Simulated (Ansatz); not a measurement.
# Ni (diamond type): how the settings move a single-point run

Question: which choices in the input matter for Ni (diamond type)?

Computed with Ansatz 0.2.0 (reference: DFT, PBEsol, PAW with Ansatz's default frozen-core files, scalar-relativistic, unless a step's input says otherwise).

1 further run of the same task is left out (it didn't finish). Runs told in other sessions of the task aren't counted.

## (1) The structure to begin with

It takes space group Fd-3m (No. 227, cubic). Conventional cell: a = 3.976 Å, b = 3.976 Å, c = 3.976 Å, α = 90.00°, β = 90.00°, γ = 90.00°. Ni (site symmetry -43m) has 4 Ni at 1.72 Å in its first shell of neighbours.

Structure file:

```cif
data_structure
_symmetry_space_group_name_H-M 'P 1'
_symmetry_Int_Tables_number 1
_cell_length_a 2.8115
_cell_length_b 2.8115
_cell_length_c 2.8115
_cell_angle_alpha 60.000
_cell_angle_beta 60.000
_cell_angle_gamma 60.000
_cell_volume 15.71
loop_
_atom_site_label
_atom_site_type_symbol
_atom_site_fract_x
_atom_site_fract_y
_atom_site_fract_z
_atom_site_occupancy
Ni1 Ni 0.87500 0.87500 0.87500 1
Ni2 Ni 0.12500 0.12500 0.12500 1
```

## (2) Baseline

input.yaml reads:

```yaml
crystal:
  lattice:
    - [0.0, 1.988001107, 1.988001107]
    - [1.988001107, 0.0, 1.988001107]
    - [1.988001107, 1.988001107, 0.0]
  atoms:
    - { symbol: Ni, position: [-0.125, -0.125, -0.125], spin: 1.0 }
    - { symbol: Ni, position: [0.125, 0.125, 0.125], spin: 1.0 }
magnetization:
  spin_polarized: true
kpoints:
  mp_grid: { grid: [14, 14, 14] }
scf:
  occupations: { method: fermi_dirac, width: 0.08 }
hamiltonian:
  xc: pbesol
  pseudopotentials: { kind: paw }
output:
  forces: true
  stress: true
  eigenvalues: true
  populations: true
```

Started as:

```sh
$ ansatz run input.yaml --threads 1 --pin off --max-ram 3072MiB --backend cpu --events-out ev --progress --plain --runs-dir out
```

## (3) Changed: xc pbe

input.yaml, as its differences from that of step 2:

```diff
@@ -15,3 +15,3 @@
 hamiltonian:
-  xc: pbesol
+  xc: pbe
   pseudopotentials: { kind: paw }
```

Before running it: what results should come out? Wanted: for each run, ending; energy change; pressure; abs. moment; force.

As calculated:

| run | ending | energy change | pressure (GPa) | abs. moment (μB) | force (eV/Å) | cycles | time |
| --- | --- | --- | --- | --- | --- | --- | --- |
| reference | converged | - | 360.3 | 0.90 | 0.00 | 12 | 9.8 s |
| 1: xc pbe | converged | not comparable | 380.1 | 0.99 | 0.00 | 11 | 9.6 s |

Residual by cycle in the longest SCF loop of each run; runs are numbered as in the table. The quantity is the density residual dr2, in eV.

```csv
cycle,reference,run 1
1,1.48,1.01
2,0.137,0.175
3,0.024,0.0294
4,0.207,0.188
5,0.109,0.159
6,0.0356,0.0335
7,8.6e-7,1.6e-5
8,4.0e-6,1.2e-4
9,1.4e-6,6.4e-6
10,1.8e-8,2.0e-8
11,5.5e-10,1.1e-10
12,8.3e-12,-
```

A change of functional puts the total energy on another scale; the pressure goes from 360.3 to 380.1 GPa and the absolute moment goes from 0.90 to 0.99 μB. At this fixed cell a higher pressure means that this functional prefers a larger volume than the reference. The structure is not at rest: the sound run finds 360 GPa, so these are no properties of the relaxed crystal. 

At pressures up to 380 GPa the PAW spheres may overlap and frozen cores may not hold, so those PAW values are rough without an all-electron check.
